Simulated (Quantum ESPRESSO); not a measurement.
# KTaO3 (Pm-3m) in Quantum ESPRESSO: further runs

Aim: see how the results for KTaO3 move with the level of theory and the settings. Levels: PBEsol+U, PBE. Tasks: Hubbard U by linear response, dielectric tensor.

All numbers are computed with Quantum ESPRESSO 7.5; they aren't measurements. Logs are shortened: lines on timing, memory, paths and dates and some standing lists are left out, and cuts for length are marked.

**1. Starting point**

It takes space group Pm-3m (No. 221, cubic). The conventional cell has a = 3.988 Å, b = 3.988 Å, c = 3.988 Å, α = 90.00°, β = 90.00°, γ = 90.00°. Around Ta (site symmetry m-3m) lie 6 O at 1.99 Å. K (site symmetry m-3m) is surrounded by 12 O at 2.82 Å. Around O (site symmetry 4/mmm) lie 2 Ta at 1.99 Å.

**2. Hubbard U by linear response, PBEsol+U**

Contents of pw.in:

```
&CONTROL
  calculation = 'scf'
  prefix = 'pwscf'
  outdir = './tmp'
  pseudo_dir = './pseudo'
  tprnfor = .true.
  tstress = .true.
  disk_io = 'low'
/
&SYSTEM
  ibrav = 0
  nat = 5
  ntyp = 3
  ecutwfc = 84
  nbnd = 31
  occupations = 'smearing'
  smearing = 'fd'
  degauss = 0.00367493
/
&ELECTRONS
  conv_thr = 1d-09
  electron_maxstep = 120
  mixing_beta = 0.3
/
ATOMIC_SPECIES
Ta   180.9479 Ta.upf
K     39.0983 K.upf
O     15.9990 O.upf
CELL_PARAMETERS angstrom
   3.9883000000    0.0000000000    0.0000000000
   0.0000000000    3.9883000000    0.0000000000
   0.0000000000    0.0000000000    3.9883000000
ATOMIC_POSITIONS crystal
Ta     0.0000000000    0.0000000000    0.0000000000
K      0.5000000000    0.5000000000    0.5000000000
O      0.0000000000    0.0000000000    0.5000000000
O      0.0000000000    0.5000000000    0.0000000000
O      0.5000000000    0.0000000000    0.0000000000
K_POINTS automatic
4 4 4 0 0 0
HUBBARD {ortho-atomic}
U Ta-5d 0.0001
```

Contents of scf2.in:

```
&CONTROL
  calculation = 'scf'
  prefix = 'pwscf'
  outdir = './tmp'
  pseudo_dir = './pseudo'
  tprnfor = .true.
  tstress = .true.
  disk_io = 'low'
/
&SYSTEM
  ibrav = 0
  nat = 5
  ntyp = 3
  ecutwfc = 84
  nbnd = 31
  occupations = 'fixed'
/
&ELECTRONS
  conv_thr = 1d-13
  electron_maxstep = 120
  mixing_beta = 0.3
  startingpot = 'file'
  startingwfc = 'file'
/
ATOMIC_SPECIES
Ta   180.9479 Ta.upf
K     39.0983 K.upf
O     15.9990 O.upf
CELL_PARAMETERS angstrom
   3.9883000000    0.0000000000    0.0000000000
   0.0000000000    3.9883000000    0.0000000000
   0.0000000000    0.0000000000    3.9883000000
ATOMIC_POSITIONS crystal
Ta     0.0000000000    0.0000000000    0.0000000000
K      0.5000000000    0.5000000000    0.5000000000
O      0.0000000000    0.0000000000    0.5000000000
O      0.0000000000    0.5000000000    0.0000000000
O      0.5000000000    0.0000000000    0.0000000000
K_POINTS automatic
4 4 4 0 0 0
HUBBARD {ortho-atomic}
U Ta-5d 0.0001
```

Contents of hp.in:

```
&INPUTHP
  prefix = 'pwscf'
  outdir = './tmp'
  nq1 = 2
  nq2 = 2
  nq3 = 2
  conv_thr_chi = 1d-06
  niter_max = 80
  iverbosity = 1
  alpha_mix(1) = 0.3
/
```

Potentials or basis: PseudoDojo 0.4.1 SR PBEsol standard.

Run with:

```console
$ OMP_NUM_THREADS=1 mpirun -n 4 pw.x -nk 2 -in pw.in > pw.out
$ OMP_NUM_THREADS=1 mpirun -n 4 pw.x -nk 2 -in scf2.in > scf2.out
$ OMP_NUM_THREADS=1 mpirun -n 4 hp.x -nk 2 -in hp.in > hp.out
```

pw.out:

```text
This program is part of the open-source Quantum ESPRESSO suite
     for quantum simulation of materials; please cite
[... 6 lines left out ...]
     using ibrav=0 with symmetry is DISCOURAGED, use correct ibrav instead

     K-points division:     npool     =       2
     Subspace diagonalization in iterative solution of the eigenvalue problem:
     a serial algorithm will be used

     --------------------
     sticks:   dense  smooth     PW     G-vecs:    dense   smooth      PW
     Min         756     756    218                22196    22196    3488
     Max         757     757    219                22199    22199    3491
     Sum        1513    1513    437                44395    44395    6979

     Using Slab Decomposition

     bravais-lattice index     =            0
     lattice parameter (alat)  =       7.5368  a.u.
     unit-cell volume          =     428.1146 (a.u.)^3
     number of atoms/cell      =            5
     number of atomic types    =            3
     number of electrons       =        40.00
     number of Kohn-Sham states=           31
     kinetic-energy cutoff     =      84.0000  Ry
     charge density cutoff     =     336.0000  Ry
     scf convergence threshold =      1.0E-09
     mixing beta               =       0.3000
     number of iterations used =            8  plain     mixing
     Exchange-correlation= PBESOL
                           (   1   4  10   8   0   0   0)
     Hubbard projectors: ortho-atomic
     Hubbard parameters of DFT+U (Dudarev formulation) in eV:
     U(Ta-5d) =  0.0001

     Internal variables: lda_plus_u =T, lda_plus_u_kind = 0

     Internal variables: orbital_resolved =F, hub_pot_fix =F, apply_U = F

     celldm(1)=   7.536795  celldm(2)=   0.000000  celldm(3)=   0.000000
     celldm(4)=   0.000000  celldm(5)=   0.000000  celldm(6)=   0.000000

     crystal axes: (cart. coord. in units of alat)
               a(1) = (   1.000000   0.000000   0.000000 )
               a(2) = (   0.000000   1.000000   0.000000 )
               a(3) = (   0.000000   0.000000   1.000000 )

     reciprocal axes: (cart. coord. in units 2 pi/alat)
               b(1) = (  1.000000  0.000000  0.000000 )
               b(2) = (  0.000000  1.000000  0.000000 )
               b(3) = (  0.000000  0.000000  1.000000 )

     PseudoPot. # 1 for Ta read from file:
     Ta.upf
     Pseudo is Norm-conserving + core correction, Zval = 13.0
     Generated using ONCVPSP code by D. R. Hamann
     Using radial grid of 1432 points,  8 beta functions with:
                l(1) =   0
                l(2) =   0
                l(3) =   1
                l(4) =   1
                l(5) =   2
                l(6) =   2
                l(7) =   3
                l(8) =   3

     PseudoPot. # 2 for K  read from file:
     K.upf
     Pseudo is Norm-conserving + core correction, Zval =  9.0
     Generated using ONCVPSP code by D. R. Hamann
     Using radial grid of 2250 points,  6 beta functions with:
                l(1) =   0
                l(2) =   0
                l(3) =   1
                l(4) =   1
                l(5) =   2
                l(6) =   2

     PseudoPot. # 3 for O  read from file:
     O.upf
     Pseudo is Norm-conserving + core correction, Zval =  6.0
     Generated using ONCVPSP code by D. R. Hamann
     Using radial grid of  936 points,  5 beta functions with:
                l(1) =   0
                l(2) =   0
                l(3) =   1
                l(4) =   1
                l(5) =   2

     atomic species   valence    mass     pseudopotential
     Ta               13.00   180.94790     Ta( 1.00)
     K                 9.00    39.09830     K ( 1.00)
     O                 6.00    15.99900     O ( 1.00)

     48 Sym. Ops., with inversion, found

   Cartesian axes

     site n.     atom                  positions (alat units)
         1        Ta     tau(   1) = (   0.0000000   0.0000000   0.0000000  )
         2        K      tau(   2) = (   0.5000000   0.5000000   0.5000000  )
         3        O      tau(   3) = (   0.0000000   0.0000000   0.5000000  )
         4        O      tau(   4) = (   0.0000000   0.5000000   0.0000000  )
         5        O      tau(   5) = (   0.5000000   0.0000000   0.0000000  )

     number of k points=    10  Fermi-Dirac smearing, width (Ry)=  0.0037
                       cart. coord. in units 2pi/alat
        k(    1) = (   0.0000000   0.0000000   0.0000000), wk =   0.0312500
        k(    2) = (   0.0000000   0.0000000   0.2500000), wk =   0.1875000
        k(    3) = (   0.0000000   0.0000000  -0.5000000), wk =   0.0937500
        k(    4) = (   0.0000000   0.2500000   0.2500000), wk =   0.3750000
        k(    5) = (   0.0000000   0.2500000  -0.5000000), wk =   0.3750000
        k(    6) = (   0.0000000  -0.5000000  -0.5000000), wk =   0.0937500
        k(    7) = (   0.2500000   0.2500000   0.2500000), wk =   0.2500000
        k(    8) = (   0.2500000   0.2500000  -0.5000000), wk =   0.3750000
        k(    9) = (   0.2500000  -0.5000000  -0.5000000), wk =   0.1875000
        k(   10) = (  -0.5000000  -0.5000000  -0.5000000), wk =   0.0312500

     Dense  grid:    44395 G-vectors     FFT dimensions: (  45,  45,  45)

     Initial potential from superposition of free atoms

     starting charge      39.9802, renormalised to      40.0000

     STARTING HUBBARD OCCUPATIONS:

     =================== HUBBARD OCCUPATIONS ===================
     ------------------------ ATOM    1 ------------------------
     Tr[ns(  1)] =   3.00000
     eigenvalues:
       0.300  0.300  0.300  0.300  0.300
     eigenvectors (columns):
       1.000  0.000  0.000  0.000  0.000
       0.000  1.000  0.000  0.000  0.000
       0.000  0.000  1.000  0.000  0.000
       0.000  0.000  0.000  1.000  0.000
       0.000  0.000  0.000  0.000  1.000
     occupation matrix ns (before diag.):
       0.300  0.000  0.000  0.000  0.000
       0.000  0.300  0.000  0.000  0.000
       0.000  0.000  0.300  0.000  0.000
       0.000  0.000  0.000  0.300  0.000
       0.000  0.000  0.000  0.000  0.300

     Number of occupied Hubbard levels =    3.0000

     Atomic wfc used for Hubbard projectors are orthogonalized

     Starting wfcs are   27 randomized atomic wfcs +    4 random wfcs

     Self-consistent Calculation

     iteration #  1     ecut=    84.00 Ry     beta= 0.30
     Davidson diagonalization with overlap
     ethr =  1.00E-02,  avg # of iterations =  6.3

     =================== HUBBARD OCCUPATIONS ===================
     ------------------------ ATOM    1 ------------------------
     Tr[ns(  1)] =   1.92177
     eigenvalues:
       0.150  0.150  0.150  0.256  0.256
     eigenvectors (columns):
      -0.000 -0.000 -0.000 -0.071 -0.997
      -0.238 -0.915 -0.326 -0.000  0.000
      -0.621 -0.115  0.775 -0.000  0.000
       0.000  0.000  0.000 -0.997  0.071
       0.747 -0.387  0.541  0.000 -0.000
     occupation matrix ns (before diag.):
       0.256 -0.000 -0.000  0.000  0.000
      -0.000  0.150 -0.000  0.000  0.000
      -0.000 -0.000  0.150  0.000  0.000
       0.000  0.000  0.000  0.256 -0.000
       0.000  0.000  0.000 -0.000  0.150
[... 59 lines left out ...]
     total energy              =    -289.58909082 Ry
     estimated scf accuracy    <       0.00000011 Ry

     iteration # 10     ecut=    84.00 Ry     beta= 0.30
     Davidson diagonalization with overlap
     ethr =  2.74E-10,  avg # of iterations =  2.0

     total energy              =    -289.58909084 Ry
     estimated scf accuracy    <          1.6E-09 Ry

     iteration # 11     ecut=    84.00 Ry     beta= 0.30
     Davidson diagonalization with overlap
     ethr =  4.12E-12,  avg # of iterations =  2.2

     End of self-consistent calculation

     =================== HUBBARD OCCUPATIONS ===================
     ------------------------ ATOM    1 ------------------------
     Tr[ns(  1)] =   3.00870
     eigenvalues:
       0.275  0.275  0.275  0.339  0.339
     eigenvectors (columns):
      -0.000 -0.000 -0.000  0.104 -0.995
      -0.244 -0.970  0.023 -0.000  0.000
      -0.633  0.177  0.754 -0.000  0.000
       0.000  0.000  0.000 -0.995 -0.104
       0.735 -0.169  0.656  0.000 -0.000
     occupation matrix ns (before diag.):
       0.339 -0.000 -0.000  0.000  0.000
      -0.000  0.275 -0.000  0.000  0.000
      -0.000 -0.000  0.275  0.000  0.000
       0.000  0.000  0.000  0.339 -0.000
       0.000  0.000  0.000 -0.000  0.275
[... 26 lines left out ...]
   -58.8775 -25.4299 -25.4292 -25.3827 -18.4372  -8.4789  -7.7648  -7.6532
    -2.0954  -2.0418  -1.9898   4.6827   4.7741   5.4212   6.0395   6.4680
     7.0632   7.3122   7.3429   7.9650  12.2453  12.4034  13.0698  15.9911
    17.2569  17.8726  17.9395  18.5712  19.4363  19.8040  20.1162

          k = 0.0000 0.2500-0.5000 (  5566 PWs)   bands (ev):

   -58.8772 -25.4740 -25.4275 -25.3809 -18.4262  -8.4174  -7.7216  -7.1640
    -2.0689  -2.0147  -2.0140   3.1559   4.6950   4.7793   5.9221   6.0762
     6.9991   7.1914   7.2337   8.0956  12.3764  13.6645  14.1539  16.1731
    18.3181  18.4220  18.6753  19.5421  19.6114  19.9959  20.5418

          k = 0.0000-0.5000-0.5000 (  5552 PWs)   bands (ev):

   -58.8769 -25.4716 -25.4716 -25.3792 -18.4188  -8.2929  -7.1972  -7.1972
    -2.0841  -2.0841  -1.9783   3.0810   3.2142   4.0467   5.7775   5.7775
     6.9624   7.1968   7.1968   8.5956  13.6845  13.6845  14.9768  16.3018
    18.6539  19.0012  20.4084  20.4084  20.4313  21.1042  21.3041

          k = 0.2500 0.2500 0.2500 (  5590 PWs)   bands (ev):

   -58.8772 -25.4282 -25.4273 -25.4273 -18.4278  -8.0996  -7.6277  -7.6277
    -2.1502  -2.1502  -1.9461   4.6166   4.7845   4.7845   5.4333   5.6031
     5.6031   7.8014   7.8014   8.0720  13.0486  13.1836  13.1836  17.4285
    18.1736  18.1736  18.6636  18.6636  19.7168  19.7168  20.0583

          k = 0.2500 0.2500-0.5000 (  5558 PWs)   bands (ev):

   -58.8769 -25.4718 -25.4258 -25.4254 -18.4184  -7.9641  -7.6018  -7.1581
    -2.2065  -2.1216  -2.0373   3.1578   4.7042   4.8086   4.8087   5.1253
     5.6358   7.8243   7.9602   8.1928  13.2065  14.1474  14.2569  18.1781
    18.2789  18.3309  18.9476  19.1378  20.1427  20.1847  21.0959

          k = 0.2500-0.5000-0.5000 (  5580 PWs)   bands (ev):

   -58.8767 -25.4696 -25.4696 -25.4237 -18.4106  -7.7479  -7.1530  -7.1530
    -2.2238  -2.2238  -2.1792   3.1003   3.2217   4.3882   4.8886   5.1026
     5.1026   8.0765   8.0765   8.6155  14.2453  14.2453  15.0483  17.6474
    18.5405  18.5405  19.3606  19.5441  20.2598  20.9241  21.3199

          k =-0.5000-0.5000-0.5000 (  5616 PWs)   bands (ev):

   -58.8764 -25.4676 -25.4676 -25.4676 -18.4024  -7.1069  -7.1069  -7.1069
    -2.3638  -2.3638  -2.3638   3.0606   3.2292   3.2292   4.7189   4.7189
     4.7189   8.6357   8.6357   8.6357  15.1150  15.1150  15.1150  17.4484
    17.4484  17.4484  19.2975  20.7507  21.3369  21.3369  23.0738

     the Fermi energy is     9.7215 ev

!    total energy              =    -289.58909084 Ry
     estimated scf accuracy    <          9.5E-11 Ry
     smearing contrib. (-TS)   =      -0.00000000 Ry
     internal energy E=F+TS    =    -289.58909084 Ry

     The total energy is F=E-TS. E is the sum of the following terms:
     one-electron contribution =     -71.91515225 Ry
     hartree contribution      =      56.59953605 Ry
     xc contribution           =     -66.90900951 Ry
     ewald contribution        =    -207.36447283 Ry
     Hubbard energy            =       0.00000769 Ry

     convergence has been achieved in  11 iterations

     Forces acting on atoms (cartesian axes, Ry/au):

     atom    1 type  1   force =     0.00000000    0.00000000    0.00000000
     atom    2 type  2   force =     0.00000000    0.00000000    0.00000000
     atom    3 type  3   force =     0.00000000    0.00000000    0.00000000
     atom    4 type  3   force =     0.00000000    0.00000000    0.00000000
     atom    5 type  3   force =     0.00000000    0.00000000    0.00000000

     Total force =     0.000000     Total SCF correction =     0.000000

     Computing stress (Cartesian axis) and pressure

          total   stress  (Ry/bohr**3)                   (kbar)     P=      -16.84
  -0.00011445   0.00000000   0.00000000          -16.84        0.00        0.00
   0.00000000  -0.00011445   0.00000000            0.00      -16.84        0.00
   0.00000000   0.00000000  -0.00011445            0.00        0.00      -16.84

=------------------------------------------------------------------------------=
   JOB DONE.
=------------------------------------------------------------------------------=
```

Wall time 2.7 min (4 MPI ranks of Arm Neoverse V2, shared host); peak memory 0.28 GiB.

Results:

| Property | Result |
| --- | --- |
| Free energy | -3940.0603 eV |
| Pressure | -1.7 GPa |
| Band gap on the k mesh | 2.13 eV, indirect (least direct gap 2.77 eV) |
| Hubbard U from linear response | 2.79 eV |

Eigenvalues of the final occupation matrices:
```
   site  spin  trace               eigenvalues
Ta 1 5d  each   1.50  0.28 0.28 0.28 0.34 0.34
```

Hubbard U from linear response:
```tsv
site	manifold	U (eV)
1	Ta-5d	2.79
```
On the first site the bare response is -0.414 and the screened one -0.192 eV⁻¹.

Caveat: spin-orbit coupling is left out, which moves the levels of the heavy elements. A k mesh can miss the band edges.

(Continued in part 2 of 2.)
